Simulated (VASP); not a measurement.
# Te2Pt (P-3m1) in VASP: notebook

Runs on Te2Pt. Level: PBE. Tasks: single point, relaxation of cell and atoms.

All numbers are computed with VASP 6.6.1; they aren't measurements. Logs are shortened: lines on timing, memory, paths and dates and some standing lists are left out, and cuts for length are marked.

**1. The crystal as given**

It takes space group P-3m1 (No. 164, trigonal). Conventional cell: a = 4.090 Å, b = 4.090 Å, c = 5.383 Å, α = 90.00°, β = 90.00°, γ = 120.00°. Pt (site symmetry -3m) is surrounded by 6 Te at 2.73 Å. Te (site symmetry 3m) is surrounded by 3 Pt at 2.73 Å.

The cell was relaxed by an earlier calculation.

**2. Single point, PBE**

Contents of INCAR:

```
SYSTEM = Te2Pt
ALGO     = Normal         ! electronic algorithm
EDIFF    = 1E-7           ! SCF threshold, eV
ENCUT    = 520            ! plane-wave cutoff, eV
GGA      = PE             ! functional
ISIF     = 2              ! what is computed and relaxed
ISMEAR   = -1             ! smearing method
LASPH    = .True.         ! aspherical terms in the spheres
LCHARG   = .False.        ! write CHGCAR
LREAL    = .False.        ! projectors in reciprocal space
LWAVE    = .False.        ! write WAVECAR
NBANDS   = 18             ! bands
NELM     = 100            ! most SCF steps
PREC     = Accurate       ! precision mode
SIGMA    = 0.05           ! smearing width, eV
```

Contents of KPOINTS:

```
k-points
0
Gamma
  10 10 6
  0 0 0
```

Contents of POSCAR:

```
Te2Pt
1.0
    4.0899624096      0.0000000000      0.0000000000
   -2.0449812048      3.5420113472      0.0000000000
    0.0000000000      0.0000000000      5.3827046313
Pt Te
1 2
Direct
    0.0000000000      0.0000000000      0.0000000000
    0.3333333333      0.6666666667      0.2530028067
    0.6666666667      0.3333333333      0.7469971933
```

Potentials or basis: VASP PAW PBE potentials, release 64 (Pt, Te).

The run is started by

```
> cat potpaw_PBE.64/Pt/POTCAR potpaw_PBE.64/Te/POTCAR > POTCAR
> mpirun -np 1 vasp_std > vasp.out
```

OUTCAR:

```text
SYSTEM = Te2Pt
   EDIFF = 1E-7
   ENCUT = 520
   GGA = PE
   ISIF = 2
   ISMEAR = -1
   LASPH = .True.
   LREAL = .False.
   NELM = 100
   PREC = Accurate

 ion  position               nearest neighbor table
   1  0.000  0.000  0.000-   2 2.73   3 2.73   2 2.73   3 2.73   3 2.73   2 2.73
   2  0.333  0.667  0.253-   1 2.73   1 2.73   1 2.73   3 3.56   3 3.56   3 3.56   3 3.60   3 3.60
                             3 3.60
   3  0.667  0.333  0.747-   1 2.73   1 2.73   1 2.73   2 3.56   2 3.56   2 3.56   2 3.60   2 3.60
                             2 3.60

  LATTYP: Found a hexagonal cell.
 ALAT       =     4.0899624096
 C/A-ratio  =     1.3160767978

  Lattice vectors:

 A1 = (   4.0899624096,   0.0000000000,   0.0000000000)
 A2 = (  -2.0449812048,   3.5420113472,   0.0000000000)
 A3 = (   0.0000000000,   0.0000000000,   5.3827046313)

Analysis of symmetry for initial positions (statically):
=====================================================================
 Subroutine PRICEL returns:
 Original cell was already a primitive cell.

 Routine SETGRP: Setting up the symmetry group for a
 hexagonal supercell.

 Subroutine GETGRP returns: Found 12 space group operations
 (whereof 12 operations were pure point group operations)
 out of a pool of 24 trial point group operations.

The static configuration has the point symmetry D_3d.

Analysis of symmetry for dynamics (positions and initial velocities):
=====================================================================
 Subroutine PRICEL returns:
 Original cell was already a primitive cell.

 Routine SETGRP: Setting up the symmetry group for a
 hexagonal supercell.

 Subroutine GETGRP returns: Found 12 space group operations
 (whereof 12 operations were pure point group operations)
 out of a pool of 24 trial point group operations.

The dynamic configuration has the point symmetry D_3d.

 Subroutine INISYM returns: Found 12 space group operations
 (whereof 12 operations are pure point group operations),
 and found     1 'primitive' translations

----------------------------------------------------------------------------------------

                                     Primitive cell

  volume of cell :      77.9776

  direct lattice vectors                    reciprocal lattice vectors
     4.089962410  0.000000000  0.000000000     0.244501025  0.141162732  0.000000000
    -2.044981205  3.542011347  0.000000000     0.000000000  0.282325465  0.000000000
     0.000000000  0.000000000  5.382704631     0.000000000  0.000000000  0.185780211

  length of vectors
     4.089962410  4.089962410  5.382704631     0.282325465  0.282325465  0.185780211

  position of ions in fractional coordinates (direct lattice)
     0.000000000  0.000000000  0.000000000
     0.333333333  0.666666667  0.253002807
     0.666666667  0.333333333  0.746997193

  ion indices of the primitive-cell ions
   primitive index   ion index
                 1           1
                 2           2
                 3           3

----------------------------------------------------------------------------------------

 KPOINTS: k-points

Automatic generation of k-mesh.
 Grid dimensions read from file:
 generate k-points for:   10   10    6

 Generating k-lattice:

  Cartesian coordinates                     Fractional coordinates (reciprocal lattice)
     0.024450102  0.014116273  0.000000000     0.100000000 -0.000000000  0.000000000
     0.000000000  0.028232546  0.000000000     0.000000000  0.100000000  0.000000000
     0.000000000  0.000000000  0.030963368     0.000000000  0.000000000  0.166666667

  Length of vectors
     0.028232546  0.028232546  0.030963368

  Shift w.r.t. Gamma in fractional coordinates (k-lattice)
     0.000000000  0.000000000  0.000000000

 Subroutine IBZKPT returns following result:
 ===========================================

 Found     72 irreducible k-points:

 Following reciprocal coordinates:
            Coordinates               Weight
  0.000000  0.000000  0.000000      1.000000
  0.100000  0.000000  0.000000      6.000000
  0.200000  0.000000  0.000000      6.000000
  0.300000  0.000000  0.000000      6.000000
  0.400000 -0.000000  0.000000      6.000000
  0.500000  0.000000  0.000000      3.000000
[... 16 lines left out ...]
  0.000000  0.400000  0.166667      6.000000
  0.500000  0.000000  0.166667      6.000000
 [... further k-points ...]
   k-points           NKPTS =     72   k-points in BZ     NKDIM =     72   number of bands    NBANDS=     18
   number of dos      NEDOS =    301   number of ions     NIONS =      3
   total plane-waves  NPLWV =  36000
   dimension x,y,z NGX =    30 NGY =   30 NGZ =   40
   dimension x,y,z NGXF=    60 NGYF=   60 NGZF=   80
   ions per type =               1   2
   NGX,Y,Z   is equivalent  to a cutoff of  12.19, 12.19, 12.35 a.u.
   NGXF,Y,Z  is equivalent  to a cutoff of  24.39, 24.39, 24.71 a.u.
 SYSTEM =  Te2Pt
   PREC   = accura    normal or accurate (medium, high low for compatibility)
   ISTART =      0    job   : 0-new  1-cont  2-samecut
   ICHARG =      2    charge: 1-file 2-atom 10-const
   ISPIN  =      1    spin polarized calculation?
   LNONCOLLINEAR =      F non collinear calculations
   LSORBIT =      F    spin-orbit coupling
   LASPH  =      T    aspherical Exc in radial PAW
   ENCUT  =  520.0 eV  38.22 Ry    6.18 a.u.   7.60  7.60 10.01*2*pi/ulx,y,z
   NELM   =    100;   NELMIN=  2; NELMDL= -5     # of ELM steps
   EDIFF  = 0.1E-06   stopping-criterion for ELM
   LREAL  =      F    real-space projection
   EDIFFG = 0.1E-05   stopping-criterion for IOM
   NSW    =      0    number of steps for IOM
   IBRION =     -1    ionic relax: 0-MD 1-quasi-New 2-CG
   NFREE  =      0    steps in history (QN), initial steepest desc. (CG)
   ISIF   =      2    stress and relaxation
   ISYM   =      2    0-nonsym 1-usesym 2-fastsym
   POTIM  = 0.5000    time-step for ionic-motion
   TEBEG  =    0.0;   TEEND  =   0.0 temperature during run
   PSTRESS=    0.0 pullay stress
   NELECT =      22.0000    total number of electrons
   NUPDOWN=      -1.0000    fix difference up-down
   EMIN   =  10.00;   EMAX   =-10.00  energy-range for DOS
   EFERMI =   0.00;   METHOD = LEGACY
   ISMEAR =    -1;   SIGMA  =   0.05  broadening in eV -4-tet -1-fermi 0-gaus
   EFERMI_NEDOS =   21; number of points for ismear=-14 and -15
   IALGO  =     38    algorithm
   IMIX   =      4    mixing-type and parameters
     AMIX     =   0.40;   BMIX     =  1.00
     AMIX_MAG =   1.60;   BMIX_MAG =  1.00
  volume/ion in A,a.u.               =      25.99       175.41
  Fermi-wavevector in a.u.,A,eV,Ry     =   1.073723  2.029043 15.685914  1.152882
  Thomas-Fermi vector in A             =   2.209531
   LORBIT       =      0    0 simple, 1 ext, 2 COOP (PROOUT), +10 PAW based schemes
   GGA     = PE    functional components
   LHFCALC =     F    Hartree Fock is set to
   AEXX    =    0.0000 exact exchange contribution
   IVDW    =     0    specifies the selected vdW correction
   LEPSILON=     F    determine dielectric tensor
   LRPA    =     F    only Hartree local field effects (RPA)
 non-spin polarized calculation
  energy-cutoff  :      520.00
  volume of cell :       77.98
 maximum number of plane-waves:      2132
   NGX = 15   NGY = 15   NGZ = 21

 number of electron      22.0000000 magnetization

 Free energy of the ion-electron system (eV)
  ---------------------------------------------------
  ext. energy  EPLUGINS =         0.00000000
  ---------------------------------------------------
  free energy    TOTEN  =       -13.57674365 eV

  energy without entropy =      -13.56709124  energy(sigma->0) =      -13.57191744

 E-fermi :   7.8288     XC(G=0): -10.2195

 val. band max:        7.8037396106   @ k =  -0.2000   0.5000   0.1667
 cond. band min:       7.8664570501   @ k =   0.1000   0.0000   0.1667
 fundamental gap:      0.0627174395
 Fermi energy:         7.8287937272

 k-point     1 :       0.0000    0.0000    0.0000
  band No.  band energies     occupation
      1      -5.7744      2.00000
      2      -2.7895      2.00000
      3       1.4940      2.00000
      4       2.3856      2.00000
      5       2.3856      2.00000
      6       4.2628      2.00000
[... 10 lines left out ...]
     17      13.7373      0.00000
     18      17.0776      0.00000

 k-point     2 :       0.1000    0.0000    0.0000
  band No.  band energies     occupation
      1      -5.6727      2.00000
      2      -2.8357      2.00000
      3       1.6107      2.00000
      4       2.4412      2.00000
      5       2.4548      2.00000
      6       4.1728      2.00000
[... 10 lines left out ...]
     17      13.9796      0.00000
     18      15.9878      0.00000

 k-point     3 :       0.2000    0.0000    0.0000
  band No.  band energies     occupation
      1      -5.3786      2.00000
      2      -2.9657      2.00000
      3       1.9384      2.00000
      4       2.5934      2.00000
      5       2.6497      2.00000
      6       3.7656      2.00000
[... 10 lines left out ...]
     17      14.4968      0.00000
     18      14.8974      0.00000

 k-point     4 :       0.3000    0.0000    0.0000
  band No.  band energies     occupation
      1      -4.9300      2.00000
      2      -3.1662      2.00000
      3       2.2716      2.00000
      4       2.7885      2.00000
      5       2.7902      2.00000
      6       3.2373      2.00000
[... 375 lines left out ...]
      4       2.9340      2.00000
      5       3.1136      2.00000
      6       3.5448      2.00000
[... 10 lines left out ...]
     17      14.7471      0.00000
     18      16.3762      0.00000

 k-point    23 :       0.0000    0.4000    0.1667
  band No.  band energies     occupation
      1      -4.3892      2.00000
      2      -3.3983      2.00000
      3       1.4577      2.00000
      4       2.6654      2.00000
      5       2.8337      2.00000
      6       3.9797      2.00000
[... 10 lines left out ...]
     17      15.2255      0.00000
     18      16.5831      0.00000

 k-point    24 :       0.5000    0.0000    0.1667
  band No.  band energies     occupation
      1      -4.0044      2.00000
      2      -3.6880      2.00000
      3       1.3515      2.00000
      4       2.9089      2.00000
      5       3.0351      2.00000
      6       4.0308      2.00000
[... 10 lines left out ...]
     17      14.9042      0.00000
     18      17.2829      0.00000

 [... further k-points ...]

------------------------ aborting loop because EDIFF is reached ----------------------------------------

  FORCE on cell =-STRESS in cart. coord.  units (eV):
  Direction    XX          YY          ZZ          XY          YZ          ZX
  --------------------------------------------------------------------------------------
  -------------------------------------------------------------------------------------
  Total       -0.1070141     -0.1070141     -0.0916634      0.0000000      0.0000000      0.0000000
  in kB       -2.1987808     -2.1987808     -1.8833748      0.0000000      0.0000000      0.0000000
  external PRESSURE =      -2.0936454 kB  Pullay stress =       0.0000000 kB

 VOLUME and BASIS-vectors are now :
 -----------------------------------------------------------------------------
  energy-cutoff  :      520.00
  volume of cell :       77.98
      direct lattice vectors                 reciprocal lattice vectors
     4.089962410  0.000000000  0.000000000     0.244501025  0.141162732  0.000000000
    -2.044981205  3.542011347  0.000000000     0.000000000  0.282325465  0.000000000
     0.000000000  0.000000000  5.382704631     0.000000000  0.000000000  0.185780211

 POSITION                                       TOTAL-FORCE (eV/Angst)
 -----------------------------------------------------------------------------------
      0.00000      0.00000      0.00000         0.000000      0.000000      0.000000
     -0.00000      2.36134      1.36184        -0.000000      0.000000     -0.010151
      2.04498      1.18067      4.02087         0.000000     -0.000000      0.010151
 -----------------------------------------------------------------------------------
    total drift:                                0.000000     -0.000000      0.000000

  FREE ENERGIE OF THE ION-ELECTRON SYSTEM (eV)
  ---------------------------------------------------
  free  energy   TOTEN  =       -13.5767436458 eV

  energy  without entropy=      -13.5670912439  energy(sigma->0) =      -13.57191744
```

It took 68 s on 1 thread of Intel Xeon Platinum 8375C at 2.90GHz (Ice Lake), shared host; peak memory 0.25 GiB.

Results:

```
Free energy            : -13.5767 eV
Pressure               : -0.2 GPa
Largest force          : 0.010 eV/Å
Band gap on the k mesh : none (metal or under the smearing width)
```

Forces in eV/Å, atoms in the order of the input:
```
Pt   0.000  0.000  0.000
Te   0.000  0.000 -0.010
Te   0.000  0.000  0.010
```

Levels at points of the mesh, in eV from the Fermi level:
```csv
k point,band 9,band 10,band 11,band 12,band 13,band 14
"(0.00, 0.00, 0.00)",-0.47,-0.47,1.10,1.10,1.28,2.93
"(0.50, 0.00, 0.00)",-3.23,-3.15,-2.76,0.22,2.33,3.68
"(0.00, 0.00, 0.50)",-1.47,-1.02,-1.02,2.08,2.08,4.13
"(0.50, 0.00, 0.50)",-3.07,-2.32,-0.76,0.60,1.25,3.93
```

**3. Single point, PBE (cell and atoms relaxed from a first guess)**

Contents of INCAR:

```
SYSTEM = Te2Pt
PREC = Accurate
ENCUT = 520
EDIFF = 1E-7
ISMEAR = -1
SIGMA = 0.05
LREAL = .FALSE.
LASPH = .TRUE.
NELM = 100
ALGO = Fast
ISIF = 2
LWAVE = .FALSE.
LCHARG = .FALSE.
GGA = PE
NBANDS = 18
```

Contents of KPOINTS:

```
regular mesh
0
G
  10 10 6
  0 0 0
```

POSCAR is that of step 2.

Potentials or basis: VASP PAW PBE potentials, release 64 (Pt, Te).

The run is started by

```
> cat potpaw_PBE.64/Pt/POTCAR potpaw_PBE.64/Te/POTCAR > POTCAR
> mpirun -np 1 vasp_std > vasp.out
```

Wall time 73 s (1 thread of Intel Xeon Platinum 8375C at 2.90GHz (Ice Lake), shared host); peak memory 0.26 GiB.

Results (log left out):

- Free energy: -13.5767 eV
- Pressure: -0.2 GPa
- Largest force: 0.010 eV/Å
- Band gap on the k mesh: none (metal or under the smearing width)

Forces on the atoms (eV/Å):
```
Pt   0.000  0.000  0.000
Te   0.000  0.000 -0.010
Te   0.000  0.000  0.010
```

Levels at points of the mesh, in eV from the Fermi level:
| k point | band 8 | band 9 | band 10 | band 11 | band 12 | band 13 | band 14 | band 15 |
| --- | --- | --- | --- | --- | --- | --- | --- | --- |
| (0.00, 0.00, 0.00) | -2.54 | -0.47 | -0.47 | 1.10 | 1.10 | 1.28 | 2.93 | 3.94 |
| (0.50, 0.00, 0.00) | -3.23 | -3.23 | -3.15 | -2.76 | 0.22 | 2.33 | 3.68 | 5.22 |
| (0.00, 0.00, 0.50) | -2.20 | -1.47 | -1.02 | -1.02 | 2.08 | 2.08 | 4.13 | 5.12 |
| (0.50, 0.00, 0.50) | -3.24 | -3.07 | -2.32 | -0.76 | 0.60 | 1.25 | 3.93 | 4.37 |

Spin-orbit coupling is left out, which matters for the levels of Pt, Te.

[end of part 1 of 2]
